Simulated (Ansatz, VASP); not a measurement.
**InSe: VASP beside Ansatz**

```
In Se
1.0
     3.60766    0.00000    0.00000
     0.00000    3.60766    0.00000
     0.00000    0.00000    3.60766
In Se
1 1
Cartesian
  1.8038 1.8038 1.8038
  0.0000 0.0000 0.0000
```

The cell was built by a generator and needn't be a form met in nature.

Alike in both runs: task single point; functional PBE; k mesh 7 × 7 × 7; occupations fermi-dirac, width 0.05 eV; no spin polarisation.

|  | VASP | Ansatz |
| --- | --- | --- |
| version | VASP 6.6.1 | Ansatz 0.2.0 |
| potentials or method | VASP PAW PBE potentials, release 64 (In_d, Se) | Ansatz PAW |
| plane-wave cutoff (eV) | 520 | 420 |
| valence electrons in the cell | 19 | 29 |

```tsv
	VASP	Ansatz	Ansatz less VASP
gap on the k mesh at the Fermi level (eV)	none	none	-
pressure (GPa)	1.0	1.0	-0.02
```

A gap of «none» marks a metal or a gap that the smearing closes. The functional is the same, so the differences come from potentials, cutoffs and numerics. The two sets of potentials don't hold the same shells in valence.
